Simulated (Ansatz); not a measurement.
**Pb: stress in a strained cell**

Aim: deform Pb (zz strain of -3 %) and compute stress, forces and field gradients with LAPW, PAW and all-electron datasets made for the crystal.

Computed with Ansatz 0.2.0 (DFT PBE, scalar-relativistic, unless a step's input says otherwise).

## Step 1: Starting point

It takes space group Fd-3m (No. 227, cubic). Conventional cell: a = 6.878 Å, b = 6.878 Å, c = 6.878 Å, α = 90.00°, β = 90.00°, γ = 90.00°. Around Pb (site symmetry -43m) lie 4 Pb at 2.98 Å.

As a file:

```cif
data_structure
_symmetry_space_group_name_H-M 'P 1'
_symmetry_Int_Tables_number 1
_cell_length_a 4.8635
_cell_length_b 4.8635
_cell_length_c 4.8635
_cell_angle_alpha 60.000
_cell_angle_beta 60.000
_cell_angle_gamma 60.000
_cell_volume 81.34
loop_
_atom_site_label
_atom_site_type_symbol
_atom_site_fract_x
_atom_site_fract_y
_atom_site_fract_z
_atom_site_occupancy
Pb1 Pb 0.00000 0.00000 0.00000 1
Pb2 Pb 0.25000 0.25000 0.25000 1
```

Atoms are numbered in the order of the input: Pb1, Pb2.

## Step 2: The deformed structure

Space group Fd-3m before, I4_1/amd after.

## Step 3: Full-potential LAPW

The input, input.yaml:

```yaml
crystal:
  lattice:
    - [0.0, 3.4390000555, 3.3358300538]
    - [3.4390000555, 0.0, 3.3358300538]
    - [3.4390000555, 3.4390000555, 0.0]
  atoms:
    - { symbol: Pb, position: [0.0, 0.0, 0.0] }
    - { symbol: Pb, position: [0.25, 0.25, 0.25] }
kpoints:
  mp_grid: { grid: [8, 8, 8] }
  band_path:
    path:
      - [0.0, 0.0, 0.0]
      - [0.0, 0.5, 0.5]
      - [0.25, 0.75, 0.5]
      - [0.0, 0.5, 0.0]
      - [0.0, 0.0, 0.0]
      - [0.5, 0.5, 0.0]
      - [0.3828515251, 0.6171484749, 0.0]
      - [-0.3828515251, 0.3828515251, 0.0]
      - [0.0, 0.0, 0.0]
    npoints: 5
scf:
  occupations: { method: fermi_dirac, width: 0.05 }
hamiltonian:
  xc: pbe
  pseudopotentials: { kind: all_electron, lapw: { basis_error: 0.00025 } }
output:
  forces: true
  stress: true
  eigenvalues: true
```

Launch:

```console
> ansatz run input.yaml --threads 1 --pin off --max-ram 3072MiB --backend cpu --events-out ev --progress --plain --runs-dir out
```

## Step 4: PAW with frozen cores

The input, input.yaml:

```yaml
crystal:
  lattice:
    - [0.0, 3.4390000555, 3.3358300538]
    - [3.4390000555, 0.0, 3.3358300538]
    - [3.4390000555, 3.4390000555, 0.0]
  atoms:
    - { symbol: Pb, position: [0.0, 0.0, 0.0] }
    - { symbol: Pb, position: [0.25, 0.25, 0.25] }
kpoints:
  mp_grid: { grid: [8, 8, 8] }
scf:
  occupations: { method: fermi_dirac, width: 0.05 }
hamiltonian:
  xc: pbe
  pseudopotentials: { kind: paw }
output:
  forces: true
  stress: true
  eigenvalues: true
  efg: { contact_densities: true }
```

## Step 5: Datasets made for this crystal

input.yaml: that of step 4 with these lines changed.

```diff
@@ -14,3 +14,3 @@
   xc: pbe
-  pseudopotentials: { kind: paw }
+  pseudopotentials: { kind: all_electron, datasets: crystal }
 output:
```

(Steps that only read results are left out.)

Q: Predict the outcome of this session. Wanted: pressure; largest shear or deviatoric stress.

**Answer**, as computed:

```
                                 quantity                                           value
                                 pressure  LAPW 3.54, PAW 3.53, crystal datasets 3.54 GPa
largest shear or deviatoric stress (LAPW)                                        0.16 GPa
```

What this shows: The largest part of the stress beyond the pressure is 0.16 GPa in size, in the zz component; the atoms are carried along and not relaxed. No run of the undeformed cell stands beside it, so the pressure holds what the given cell had before the change. PAW: stress within 0.01 GPa of LAPW. Crystal datasets: stress within 0.01 GPa of LAPW. Spin-orbit coupling is left out, though the cell holds Pb; in elements this heavy it can shift bands and gaps by tenths of an eV.
